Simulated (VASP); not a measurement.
The system is SnS2 (Berndtite-2T).

```
CELL_PARAMETERS angstrom
3.63900 0.00000 0.00000
-1.81950 3.15147 0.00000
0.00000 0.00000 5.86800
ATOMIC_POSITIONS crystal
Sn 0.00000 0.00000 0.00000
S 0.33333 0.66667 0.25000
S 0.66667 0.33333 0.75000
```

```yaml
Program: VASP 6.6.1
Task: relaxation of cell and atoms
Functional: PBE
Potentials_or_basis: VASP PAW PBE potentials, release 64 (Sn, S)
Cutoff: 300 eV
k_mesh: 5 × 5 × 3
Occupations: gaussian, width 0.03 eV
Spin: no spin polarisation
```

At the start: pressure 4.1 GPa; volume 22.43 Å³/atom.

Problem. How do energy, volume and symmetry change on relaxing?

Solution. Over 13 steps the energy falls by 19.9 meV/atom and the volume is 24.88 Å³/atom (+10.9 %); space group P-3m1 (No. 164, to 0.05 Å).

The path:
| step | energy change (eV) | largest force (eV/Å) | pressure (GPa) | volume (Å³) |
| --- | --- | --- | --- | --- |
| 1 | 0.0000 | 0.2166 | 4.06 | 67.30 |
| 2 | -0.0087 | 0.5924 | -2.76 | 72.98 |
| 3 | -0.0366 | 0.2397 | 0.13 | 70.23 |
| 4 | -0.0410 | 0.1705 | 0.10 | 70.61 |
| 5 | -0.0446 | 0.0533 | 0.06 | 71.30 |
| 6 | -0.0489 | 0.0435 | 0.12 | 71.66 |
| 7 | -0.0567 | 0.0151 | 0.37 | 72.74 |
| 8 | -0.0515 | 0.0579 | 1.10 | 74.80 |
| 9 | -0.0578 | 0.0251 | 0.65 | 73.42 |
| 10 | -0.0592 | 0.0756 | -0.15 | 74.60 |
| 11 | -0.0593 | 0.0564 | 0.00 | 74.38 |
| 12 | -0.0597 | 0.0320 | -0.01 | 74.51 |
| 13 | -0.0598 | 0.0077 | -0.03 | 74.63 |

Final structure:
```cif
data_structure
_symmetry_space_group_name_H-M 'P 1'
_symmetry_Int_Tables_number 1
_cell_length_a 3.7014
_cell_length_b 3.7014
_cell_length_c 6.2902
_cell_angle_alpha 90.000
_cell_angle_beta 90.000
_cell_angle_gamma 120.000
_cell_volume 74.63
loop_
_atom_site_label
_atom_site_type_symbol
_atom_site_fract_x
_atom_site_fract_y
_atom_site_fract_z
_atom_site_occupancy
Sn1 Sn 0.00000 0.00000 0.00000 1
S1 S 0.33333 0.66667 0.23422 1
S2 S 0.66667 0.33333 0.76578 1
```

Caveat: the cutoff is under 1.25 times the usual one of these potentials, so pressure, stress and relaxed cells hold a basis-set (Pulay) error; this functional lacks dispersion, which binds the layers, so the pressure and a relaxed spacing across them are unreliable; the volume moved by +11 % from the deposited cell, more than functionals usually miss.
